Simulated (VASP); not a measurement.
**VASP 6.6.1, GW calculation on PBE orbitals, C**

INCAR, step 1 (ground state)

```
ISMEAR = 0
NELM = 120
PREC = Accurate
GGA = PE
LASPH = .TRUE.
LWAVE = .TRUE.
EDIFF = 1E-7
SIGMA = 0.01
LCHARG = .FALSE.
LREAL = .FALSE.
ENCUT = 500
```

INCAR, step 2 (empty bands)

```
LWAVE = .TRUE.
ISTART = 1
PREC = Accurate
NELM = 1
ISMEAR = 0
LASPH = .TRUE.
NBANDS = 88
EDIFF = 1E-7
SIGMA = 0.01
GGA = PE
ALGO = Exact
LOPTICS = .TRUE.
ENCUT = 500
LCHARG = .FALSE.
LREAL = .FALSE.
```

INCAR, step 3 (GW)

```
NELMGW = 4
LREAL = .FALSE.
ENCUT = 500
NBANDSGW = 12
LCHARG = .FALSE.
ENCUTGWSOFT = 220
PREC = Accurate
ENCUTGW = 220
EDIFF = 1E-7
LASPH = .TRUE.
LWAVE = .FALSE.
PRECFOCK = Fast
ISMEAR = 0
GGA = PE
SIGMA = 0.01
NELM = 120
ISTART = 1
NOMEGA = 64
ALGO = EVGW0
NBANDS = 88
```

KPOINTS

```
KPOINTS created by Atomic Simulation Environment
0
Gamma
6 6 6
0 0 0
```

POSCAR

```
C
 1.0000000000000000
     0.0000000000000000    1.7835000000000001    1.7835000000000001
     1.7835000000000001    0.0000000000000000    1.7835000000000001
     1.7835000000000001    1.7835000000000001    0.0000000000000000
 C
   2
Cartesian
  0.0000000000000000  0.0000000000000000  0.0000000000000000
  0.8917500000000000  0.8917500000000000  0.8917500000000000
```

VASP ran with the GW set of PAW datasets (8 valence electrons in the cell).

From OUTCAR

```
k-points           NKPTS =     16   k-points in BZ     NKDIM =    216   number of bands    NBANDS=     88

   NELECT =       8.0000    total number of electrons

   dimension x,y,z NGX =    18 NGY =   18 NGZ =   18
   dimension x,y,z NGXF=    36 NGYF=   36 NGZF=   36

  energy-cutoff  :      500.00
  volume of cell :       11.35
      direct lattice vectors                 reciprocal lattice vectors
     0.000000000  1.783500000  1.783500000    -0.280347631  0.280347631  0.280347631
     1.783500000  0.000000000  1.783500000     0.280347631 -0.280347631  0.280347631
     1.783500000  1.783500000  0.000000000     0.280347631  0.280347631 -0.280347631

 k-points in reciprocal lattice and weights: KPOINTS created by Atomic Simulation Env
   0.00000000  0.00000000  0.00000000       0.005
   0.16666667  0.00000000  0.00000000       0.037
   0.33333333  0.00000000  0.00000000       0.037
   0.50000000  0.00000000  0.00000000       0.019
   0.16666667  0.16666667  0.00000000       0.028
   0.33333333  0.16666667  0.00000000       0.111
   0.50000000  0.16666667  0.00000000       0.111
  -0.33333333  0.16666667  0.00000000       0.111
   ...

 QP shifts <psi_nk| G(iteration)W_0 |psi_nk>: iteration 1
 for sc-GW calculations column KS-energies equals QP-energies in previous step
 and V_xc(KS)=  KS-energies - (<T + V_ion + V_H > + <T+V_H+V_ion>^1  + <V_x>^1)

 k-point   1 :       0.0000    0.0000    0.0000
  band No.  KS-energies  QP-energies   sigma(KS)   V_xc(KS)     V^pw_x(r,r')   Z            occupation Imag(sigma)

      1     -11.7107     -13.4483     -17.0716     -14.7735     -25.4195       0.7561       2.0000       1.3634
      2       9.7613       8.9623     -17.7609     -16.7932     -19.1886       0.8257       2.0000       0.0456
      3       9.7613       8.9623     -17.7609     -16.7932     -19.1886       0.8257       2.0000       0.0456
      4       9.7613       8.9623     -17.7609     -16.7932     -19.1886       0.8257       2.0000       0.0456
      5      15.3523      16.3397     -14.3165     -15.5177      -9.3133       0.8220       0.0000      -0.0738
      6      15.3523      16.3397     -14.3165     -15.5177      -9.3133       0.8220       0.0000      -0.0738
      7      15.3523      16.3397     -14.3165     -15.5177      -9.3133       0.8220       0.0000      -0.0738
      8      23.0780      23.8892     -15.3213     -16.3779      -7.7863       0.7678       0.0000      -0.1831
      9      29.0533      29.2779     -11.5839     -11.8627      -4.3303       0.8057       0.0000      -0.3423
     10      36.2963      37.1709     -12.8183     -13.8788      -5.9008       0.8247       0.0000      -0.5382
     11      36.2963      37.1709     -12.8183     -13.8788      -5.9008       0.8247       0.0000      -0.5382
     12      37.2988      37.7876     -10.9218     -11.5093      -3.2620       0.8320       0.0000      -1.0448

 ...

 QP shifts <psi_nk| G(iteration)W_0 |psi_nk>: iteration 2

 k-point   1 :       0.0000    0.0000    0.0000
  band No. old QP-enery  QP-energies   sigma(KS)   T+V_ion+V_H  V^pw_x(r,r')   Z            occupation Imag(sigma)

      1     -13.4483     -13.8106     -16.9906       3.0628     -25.4195       0.7556       2.0000       1.4321
      2       8.9623       8.8712     -17.7021      26.5546     -19.1886       0.8292       2.0000       0.0470
      3       8.9623       8.8712     -17.7021      26.5546     -19.1886       0.8292       2.0000       0.0470
      4       8.9623       8.8712     -17.7021      26.5546     -19.1886       0.8292       2.0000       0.0470
      5      16.3397      16.4390     -14.4100      30.8700      -9.3133       0.8249       0.0000      -0.0771
      6      16.3397      16.4390     -14.4100      30.8700      -9.3133       0.8249       0.0000      -0.0771
      7      16.3397      16.4390     -14.4100      30.8700      -9.3133       0.8249       0.0000      -0.0771
      8      23.8892      24.0545     -15.3520      39.4559      -7.7863       0.7699       0.0000      -0.1837
      9      29.2779      29.3754     -11.5176      40.9160      -4.3303       0.8089       0.0000      -0.3099
     10      37.1709      37.2621     -12.8936      50.1751      -5.9008       0.8241       0.0000      -0.5387
     11      37.1709      37.2621     -12.8936      50.1751      -5.9008       0.8241       0.0000      -0.5387
     12      37.7876      37.8664     -10.9260      48.8082      -3.2620       0.8330       0.0000      -1.0004

 ...

 QP shifts <psi_nk| G(iteration)W_0 |psi_nk>: iteration 3

 k-point   1 :       0.0000    0.0000    0.0000
  band No. old QP-enery  QP-energies   sigma(KS)   T+V_ion+V_H  V^pw_x(r,r')   Z            occupation Imag(sigma)

      1     -13.8106     -13.8866     -16.9746       3.0628     -25.4195       0.7510       2.0000       1.4529
      2       8.8712       8.8591     -17.6979      26.5546     -19.1886       0.8303       2.0000       0.0471
      3       8.8712       8.8591     -17.6979      26.5546     -19.1886       0.8303       2.0000       0.0471
      4       8.8712       8.8591     -17.6979      26.5546     -19.1886       0.8303       2.0000       0.0471
      5      16.4390      16.4500     -14.4177      30.8700      -9.3133       0.8248       0.0000      -0.0774
      6      16.4390      16.4500     -14.4177      30.8700      -9.3133       0.8248       0.0000      -0.0774
      7      16.4390      16.4500     -14.4177      30.8700      -9.3133       0.8248       0.0000      -0.0774
      8      24.0545      24.0818     -15.3660      39.4559      -7.7863       0.7703       0.0000      -0.1857
      9      29.3754      29.3951     -11.5163      40.9160      -4.3303       0.8093       0.0000      -0.3089
     10      37.2621      37.2739     -12.8987      50.1751      -5.9008       0.8243       0.0000      -0.5365
     11      37.2621      37.2739     -12.8987      50.1751      -5.9008       0.8243       0.0000      -0.5365
     12      37.8664      37.8804     -10.9250      48.8082      -3.2620       0.8338       0.0000      -0.9943

 ...

 QP shifts <psi_nk| G(iteration)W_0 |psi_nk>: iteration 4

 k-point   1 :       0.0000    0.0000    0.0000
  band No. old QP-enery  QP-energies   sigma(KS)   T+V_ion+V_H  V^pw_x(r,r')   Z            occupation Imag(sigma)

      1     -13.8866     -13.9020     -16.9700       3.0628     -25.4195       0.7511       2.0000       1.4587
      2       8.8591       8.8573     -17.6976      26.5546     -19.1886       0.8303       2.0000       0.0471
      3       8.8591       8.8573     -17.6976      26.5546     -19.1886       0.8303       2.0000       0.0471
      4       8.8591       8.8573     -17.6976      26.5546     -19.1886       0.8303       2.0000       0.0471
      5      16.4500      16.4513     -14.4184      30.8700      -9.3133       0.8250       0.0000      -0.0774
      6      16.4500      16.4513     -14.4184      30.8700      -9.3133       0.8250       0.0000      -0.0774
      7      16.4500      16.4513     -14.4184      30.8700      -9.3133       0.8250       0.0000      -0.0774
      8      24.0818      24.0860     -15.3687      39.4559      -7.7863       0.7701       0.0000      -0.1861
      9      29.3951      29.3985     -11.5167      40.9160      -4.3303       0.8091       0.0000      -0.3090
     10      37.2739      37.2756     -12.8991      50.1751      -5.9008       0.8239       0.0000      -0.5361
     11      37.2739      37.2756     -12.8991      50.1751      -5.9008       0.8239       0.0000      -0.5361
     12      37.8804      37.8827     -10.9250      48.8082      -3.2620       0.8339       0.0000      -0.9936

 ...
```

```yaml
pbe_gap_on_the_mesh: 4.15 eV
g_w_gap_on_the_mesh: 5.54 eV
```

These GW values are short of the basis and mesh limit.
